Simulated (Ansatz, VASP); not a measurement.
This is a calculation of TePb for Ansatz 0.2.0.

input.yaml

```yaml
crystal:
  lattice:
    - [0.0, 3.231, 3.231]
    - [3.231, 0.0, 3.231]
    - [3.231, 3.231, 0.0]
  atoms:
    - { symbol: Pb, position: [0.0, 0.0, 0.0] }
    - { symbol: Te, position: [0.5, 0.5, 0.5] }
hamiltonian:
  xc: pbe
  pseudopotentials: { kind: paw }
kpoints:
  mp_grid: { grid: [7, 7, 7] }
scf:
  occupations: { method: fermi_dirac, width: 0.05 }
output:
  forces: true
  stress: true
relax:
  f_tol: 0.01
  max_steps: 40
  cell: { stress_tol: 0.05 }
```

Potentials or basis: Ansatz PAW.

Command:

```bash
$ ansatz run input.yaml --threads 2 --pin off --max-ram 5632MiB --backend cpu --events-out ev --progress --plain --runs-dir out
```

Task: Set up the same calculation for VASP 6.6.1. Potentials there: VASP PAW PBE potentials, release 54 (Pb, Te).

Result: As run (the cutoff follows the program's own potentials):

Contents of INCAR:

```
SYSTEM = TePb
PREC = Accurate
ENCUT = 580
EDIFF = 1E-6
ISMEAR = -1
SIGMA = 0.05
LREAL = .FALSE.
LASPH = .TRUE.
NELM = 100
ALGO = Normal
ISIF = 3
LWAVE = .FALSE.
LCHARG = .FALSE.
GGA = PE
IBRION = 2
NSW = 60
EDIFFG = -0.01
```

KPOINTS

```
Automatic mesh
0
G
  7 7 7
  0 0 0
```

The input POSCAR:

```
TePb
1.0
    0.0000000000      3.2310000000      3.2310000000
    3.2310000000      0.0000000000      3.2310000000
    3.2310000000      3.2310000000      0.0000000000
Pb Te
1 1
Direct
    0.0000000000      0.0000000000      0.0000000000
    0.5000000000      0.5000000000      0.5000000000
```

Potentials or basis: VASP PAW PBE potentials, release 54 (Pb, Te).

Run with:

```bash
$ cat potpaw_PBE.54/Pb/POTCAR potpaw_PBE.54/Te/POTCAR > POTCAR
$ mpirun -np 1 vasp_std > vasp.out
```

Both were run:

|  | VASP | Ansatz | Ansatz less VASP |
| --- | --- | --- | --- |
| relaxed volume (Å³/atom) | 35.29 | 35.47 | +0.182 |
| relaxed cell length with the largest relative difference (Å) | 4.639 | 4.647 | +0.0080 |
| energy change over the relaxation (meV/atom) | -9 | -11 | -1.4 |

The two sets of potentials don't hold the same shells in valence.

Caveats: the plane-wave basis is chosen anew once the cell has moved, so the energies of steps on either side of that aren't comparable (Ansatz). Zero-point motion and thermal expansion aren't in these numbers. PBE usually gives volumes a little too large and moduli too small.
